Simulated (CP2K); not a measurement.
Crystal: Cl.

```
Cl
1.0
     3.86698    0.00000    0.00000
     1.24866    3.65983    0.00000
     0.00000    0.00000    8.21000
Cl
4
Direct
  0.37000 0.63000 0.40000
  0.13000 0.87000 0.90000
  0.63000 0.37000 0.60000
  0.87000 0.13000 0.10000
```

Base run:

| Quantity | Value |
| --- | --- |
| Program | CP2K 2026.2 |
| Functional | PBEsol |
| Potentials or basis | POTENTIAL_UZH Cl GTH-PBE-q7; TZVP-MOLOPT-PBE-GTH basis |
| Density cutoff | 9184 eV |
| k mesh | 7 × 7 × 4 |
| Occupations | fermi-dirac, width 0.05 eV |
| Spin | no spin polarisation |

Its results: band gap on the k mesh 2.33 eV, indirect (least direct gap 2.39 eV); pressure -0.3 GPa; largest force 0.204 eV/Å.

Q: After a change of settings the same cell gave: band gap on the k mesh 2.73 eV, indirect (least direct gap 2.79 eV); pressure -0.2 GPa; largest force 0.137 eV/Å. Which change was it?
A. functional from PBEsol to LDA
B. functional from PBEsol to PW91
C. functional from PBEsol to rev-vdW-DF2
D. functional from PBEsol to r2SCAN

A: D.

r2SCAN gives the wider gap, since meta-GGAs in the generalised Kohn-Sham scheme recover part of the derivative discontinuity.

Caveats: the potentials were made for another functional, which shifts forces and pressure; an odd mesh through Γ misses points on the zone boundary, where band edges often lie; the basis of atomic orbitals isn't converged, which shifts pressures, moduli and gaps.
